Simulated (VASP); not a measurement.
CuCl (Nantokite):

```
CELL_PARAMETERS angstrom
0.00000 2.70285 2.70285
2.70285 0.00000 2.70285
2.70285 2.70285 0.00000
ATOMIC_POSITIONS crystal
Cu 0.00000 0.00000 0.00000
Cl 0.25000 0.25000 0.25000
```

Base run:

* Program: VASP 6.6.1
* Functional: PBEsol
* Potentials or basis: VASP PAW PBE potentials, release 64 (Cu, Cl)
* Cutoff: 520 eV
* k mesh: 6 × 6 × 6
* Occupations: gaussian, width 0.03 eV
* Spin: no spin polarisation

Its results: band gap on the k mesh 0.43 eV, direct; pressure -3.3 GPa.

Problem. The run is repeated on the same cell with these changes: functional from PBEsol to PBE; further incar settings from ALGO = Normal; EDIFF = 1e-06 to ALGO = Normal; EDIFF = 1e-06; NBANDS = 16. What comes out?

Solution. Band gap on the k mesh 0.55 eV, direct; pressure 0.6 GPa.

Caveats: the PAW data sets were made with another functional, which shifts forces and pressure a little (some runs).

